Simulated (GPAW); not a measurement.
Set up this calculation in GPAW 26.7.0, as an ASE script.

```yaml
Task: band structure
Functional: PBE
Potentials_or_basis: GPAW PAW data sets (gpaw-data 1.2.1)
Cutoff: 800 eV
Basis: pw
k_mesh: 10 × 10 × 8
Occupations: fermi-dirac, width 0.05 eV
Spin: no spin polarisation
Maxiter: 150
Band_path: GMKGALHA,LM,KH
Band_points: 80
```

The structure of MgB2 lies in POSCAR:

```
MgB2
1.0
    3.0850000000      0.0000000000      0.0000000000
   -1.5425000000      2.6716883707      0.0000000000
    0.0000000000      0.0000000000      3.5230000000
Mg B
1 2
Direct
    0.0000000000      0.0000000000      0.0000000000
    0.6666666667      0.3333333333      0.5000000000
    0.3333333333      0.6666666667      0.5000000000
```

These files were run (other wordings do the same):

run.py

```python
from ase.dft.bandgap import bandgap
from ase.io import read, write
from ase.units import GPa
from gpaw import GPAW, PW

atoms = read('POSCAR')

calc = GPAW(mode=PW(800),
            xc='PBE',
            kpts={'size': (10, 10, 8), 'gamma': True},
            occupations={'name': 'fermi-dirac', 'width': 0.05},
            nbands=17,
            convergence={'density': 1e-05, 'energy': 1e-05},
            maxiter=150,
            txt='gpaw.txt')
atoms.calc = calc
energy = atoms.get_potential_energy()
forces = atoms.get_forces()
stress = atoms.get_stress()
calc.write('gs.gpw')
write('result.traj', atoms)
print(f'Energy: {energy:.6f} eV')
print('Forces (eV/A):')
print(forces.round(4))
print('Stress (GPa):', (stress / GPa).round(3))
print('Fermi level:', round(calc.get_fermi_level(), 4), 'eV')
print(f'Gap: {bandgap(calc)[0]:.4f} eV, direct: {bandgap(calc, direct=True)[0]:.4f} eV')

path = atoms.cell.bandpath('GMKGALHA,LM,KH', npoints=80, eps=1e-4)
bs_calc = calc.fixed_density(kpts=path, symmetry='off', nbands=26,
                             convergence={'bands': 'CBM+6.0', 'eigenstates': 1e-6}, txt='bands.txt')
bs = bs_calc.band_structure()
bs.write('bs.json')
print(f'Gap on the path: {bandgap(bs_calc)[0]:.4f} eV')
```

Potentials or basis: GPAW PAW data sets (gpaw-data 1.2.1), pw.

Launch:

```console
$ OMP_NUM_THREADS=1 python run.py
```

It gave:

The pressure is -1.2 GPa and the band gap along the path is none (metal or under the smearing width).

Wall time 43 s on 1 thread of Intel(R) Xeon(R) Platinum 8488C (Sapphire Rapids), on a shared host, peak memory 0.28 GiB.
